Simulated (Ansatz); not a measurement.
# An elastic constant from a strain scan in ZnS

Method: DFT PBEsol, scalar-relativistic, plane waves, PAW in Ansatz 0.2.0. The runs took a 420 eV cutoff, a Γ-centred 10×10×10 mesh and Gaussian smearing (0.05 eV). No spin polarisation. Energies are free energies at this smearing, counted from the undisturbed cell; pressure is positive in compression.

The undisturbed cell (relaxed at this level):

```xyz
2
Lattice="0.0000 2.6783 2.6783 2.6783 0.0000 2.6783 2.6783 2.6783 0.0000" Properties=species:S:1:pos:R:3 pbc="T T T"
Zn    0.0000    0.0000    0.0000
S     4.0174    4.0174    4.0174
```

The cell is strained by ε times the Voigt pattern (0, 0, 0, 0, 1, 0) (xx, yy, zz, yz, xz, xy; engineering shear) with fractional coordinates fixed. The cell holds 2 atoms in V0 = 38.42 Å³. The stress column is τ = (1/V0) dE/dε, got from the stress tensor σ (compression positive) at each point as −det(1 + εP) σ : P(1 + εP)⁻¹, with P the pattern as a tensor.

| ε | ΔE (meV/atom) | τ (GPa) |
| --- | --- | --- |
| -0.0350 | 5.422 | -2.587 |
| -0.0300 | 3.980 | -2.215 |
| -0.0250 | 2.764 | -1.845 |
| -0.0200 | 1.771 | -1.475 |
| -0.0150 | 0.997 | -1.106 |
| -0.0100 | 0.444 | -0.737 |
| -0.0050 | 0.112 | -0.368 |
| 0.0000 | 0.000 | 0.000 |
| 0.0050 | 0.112 | 0.368 |
| 0.0100 | 0.444 | 0.737 |
| 0.0150 | 0.997 | 1.106 |
| 0.0200 | 1.771 | 1.475 |
| 0.0250 | 2.764 | 1.845 |
| 0.0300 | 3.980 | 2.215 |
| 0.0350 | 5.422 | 2.587 |
| 0.0400 | ? | ? |

Q: Which combination of elastic constants does this scan measure, and how large is it?

A: For small ε, τ = τ0 + Kε with K = pᵀCp, which for this pattern is C44 in the cubic axes. The parabola through τ at ε = -0.0050, 0 and 0.0050 has slope K = 74 GPa at zero. The energies per cell, E = NΔE, of the same two points give K = 2[E(ε₊)/ε₊ − E(ε₋)/ε₋]/[(ε₊ − ε₋)V0] = 74 GPa, in agreement. These are clamped-ion values.

Q: Predict the withheld row at ε = 0.0400 from the harmonic law, and compare.

A: ΔE = V0(τ0 ε + Kε²/2)/N = 7.069 meV/atom and τ = 2.95 GPa. The calculation gives 7.083 meV/atom and 2.96 GPa, a miss of 0.2 % of the harmonic energy, so the harmonic law still holds here.

Forces appear on the atoms along this scan, and letting them relax would lower the energy and soften the response.

Cost: 9 runs of about 1.1 core-minutes in all, on Arm Neoverse V2 (shared hosts).